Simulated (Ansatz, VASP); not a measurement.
## Two plane-wave programs on Na

```xyz
1
Lattice="-2.0540 2.0540 2.1493 2.0540 -2.0540 2.1493 2.0540 2.0540 -2.1493" Properties=species:S:1:pos:R:3 pbc="T T T"
Na    0.0000    0.0000    0.0000
```

Change from the starting cell: strain -0.030 along x and y, +0.015 along z, atoms carried along.

Alike in both runs: task single point; functional LDA; k mesh 16 × 16 × 16; occupations gaussian, width 0.15 eV; no spin polarisation.

```csv
,VASP,Ansatz
version,VASP 6.6.1,Ansatz 0.2.0
potentials or method,"VASP PAW LDA potentials, release 64 (Na_pv)","scalar-relativistic, plane waves, PAW"
plane-wave cutoff (eV),520,420
valence electrons in the cell,7,9
```

```csv
,VASP,Ansatz,Ansatz less VASP
gap on the k mesh at the Fermi level (eV),none,none,-
pressure (GPa),-0.7,-0.7,+0.02
```

A gap of «none» marks a metal or a gap that the smearing closes. The two sets of potentials don't hold the same shells in valence.
